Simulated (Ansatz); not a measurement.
**A film clamped to a substrate in KBr**

These are results of DFT r2SCAN, scalar-relativistic, plane waves, PAW in Ansatz 0.2.0, not measurements. Settings: plane waves to 500 eV, k-mesh 6×6×6 (Γ-centred), Gaussian smearing 0.05 eV. No spin polarisation. Energies are free energies at this smearing, counted from the undisturbed cell; pressure is positive in compression.

The undisturbed cell (as given, not relaxed at this level; it stands at 0.2 GPa):

```
K Br
1.0
     0.00000    3.29250    3.29250
     3.29250    0.00000    3.29250
     3.29250    3.29250    0.00000
K Br
1 1
Direct
  0.00000 0.00000 0.00000
  0.50000 0.50000 0.50000
```

The cell (2 atoms, V0 = 71.39 Å³) is strained by p along both x and y and by q along z, fractional coordinates fixed. τp = (1/V0) ∂E/∂p = (σxx + σyy)(1 + p)(1 + q) and τq = (1/V0) ∂E/∂q = σzz(1 + p)², with tension positive.

```
     p q  ΔE (meV/atom)  τp (GPa)  τq (GPa)
 0.000   0.000           0.00     -0.36     -0.18
-0.040   0.000          22.49     -5.08     -0.54
 0.040   0.000          10.48      2.45      0.19
 0.000  -0.040          10.39     -0.73     -2.34
 0.000   0.040           4.47      0.00      1.06
```

**Question.** Get the second derivatives of the energy density.

**Answer.** Central differences give A = ∂τp/∂p = 94 GPa (C11 + C22 + 2 C12), C = ∂τq/∂q = 43 GPa (C33) and the cross term B = ∂τq/∂p = 9.1 GPa (C13 + C23); ∂τp/∂q = 9.1 GPa must equal B, and any difference shows higher-order terms. Steps this large leave an error of some per cent of A or C in all of these, which can swamp a small B. The ions are clamped. In a cubic crystal C11 = C = 43, C12 = B/2 = 4.6 GPa and A should be 2(C11 + C12) = 94 GPa; the bulk modulus is (C11 + 2 C12)/3 = 17.2 GPa.

**Question.** A film of this crystal grows with z along the normal on a substrate that imposes p. How does its thickness respond, and what does the misfit cost?

**Answer.** Count p and q from the stress-free cell. A free surface needs τq = 0, so q = −(B/C) p = -0.21 p. The energy density left is (A − B²/C) p²/2 = M p², with the biaxial modulus M = 46 GPa; a misfit of 1 % costs 1.03 meV/atom, against 1.05 meV/atom if the thickness were held.

At p = 0.080 the energies along q are 72.2 (q = -0.080), 43.6 (q = -0.040), 40.1 (q = 0.000), 51.1 (q = 0.040), 69.9 (q = 0.080) meV/atom.

**Question.** Does the linear rule hold at this misfit?

**Answer.** A parabola through the lowest point and its neighbours has its minimum at q = -0.010, 39.6 meV/atom. With the stress left in the starting cell, τp0 and τq0, linear elasticity gives q = −(τq0 + Bp)/C = -0.013 and E = V0(τp0 p + τq0 q + Ap²/2 + Bpq + Cq²/2)/N = 60.0 meV/atom. The energies differ by more than a tenth, so the quadratic law fails here: the gap holds the anharmonic part, with some error from the wide steps. Cubic terms also shift the vertex of so wide a parabola.